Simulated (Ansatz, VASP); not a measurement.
ZnS: VASP beside Ansatz

INCAR

```
SYSTEM = ZnS
PREC     = Accurate       ! precision mode
ENCUT    = 520            ! plane-wave cutoff, eV
EDIFF    = 1E-7           ! SCF threshold, eV
ISMEAR   = 0              ! smearing method
SIGMA    = 0.01           ! smearing width, eV
LREAL    = .FALSE.        ! projectors in reciprocal space
LASPH    = .TRUE.         ! aspherical terms in the spheres
NELM     = 80             ! most SCF steps
ALGO     = Normal         ! electronic algorithm
ISIF     = 2              ! what is computed and relaxed
LWAVE    = .FALSE.        ! write WAVECAR
LCHARG   = .FALSE.        ! write CHGCAR
GGA      = PE             ! functional
NBANDS   = 26             ! bands
```

The input KPOINTS:

```
Automatic mesh
0
G
  9 9 6
  0 0 0
```

Contents of POSCAR:

```
ZnS
1.0
    3.8451345355      0.0000000000      0.0000000000
   -1.9225672678      3.3299841887      0.0000000000
    0.0000000000      0.0000000000      6.3057239286
Zn S
2 2
Direct
    0.3333333333      0.6666666667     -0.0091682970
    0.6666666667      0.3333333333      0.4908317030
    0.3333333333      0.6666666667      0.3841682970
    0.6666666667      0.3333333333      0.8841682970
```

Input for Ansatz:

```yaml
crystal:
  lattice:
    - [3.8451345355, 0.0, 0.0]
    - [-1.9225672678, 3.3299841887, 0.0]
    - [0.0, 0.0, 6.3057239286]
  atoms:
    - { symbol: Zn, position: [0.3333333333, 0.6666666667, -0.009168297] }
    - { symbol: Zn, position: [0.6666666667, 0.3333333333, 0.490831703] }
    - { symbol: S, position: [0.3333333333, 0.6666666667, 0.384168297] }
    - { symbol: S, position: [0.6666666667, 0.3333333333, 0.884168297] }
basis:
  ecutwfc: 420
  xc_grid: 2
kpoints:
  mp_grid: { grid: [9, 9, 6] }
hamiltonian:
  xc: pbe
  pseudopotentials: { kind: paw, azcp: { folder: soft_1 } }
scf:
  occupations: { method: fixed }
output:
  forces: true
  stress: true
  eigenvalues: true
  polarization: {}
```

Change from the starting cell: polar distortion scaled by 0.85.

Alike in both runs: task single point; functional PBE; k mesh 9 × 9 × 6; no spin polarisation.

|  | VASP | Ansatz |
| --- | --- | --- |
| version | VASP 6.6.1 | Ansatz 0.2.0 |
| potentials or method | VASP PAW PBE potentials, release 64 (Zn, S) | scalar-relativistic, plane waves, PAW |
| plane-wave cutoff (eV) | 520 | 420 |
| occupations | gaussian, width 0.01 eV | fixed |
| valence electrons in the cell | 36 | 36 |

```csv
,VASP,Ansatz,Ansatz less VASP
gap on the k mesh at the Fermi level (eV),2.11,2.10,-0.008
least direct gap on the mesh (eV),2.11,2.10,-0.008
pressure (GPa),0.6,0.5,-0.14
largest component of the traceless stress (GPa),2.06,2.03,-0.029
rms of the force components (eV/Å),0.273,0.270,-0.0027
```

Atom by atom the forces differ by 0.003 eV/Å (rms over components).

Caveats: an odd mesh through Γ misses points on the zone boundary, where band edges often lie.
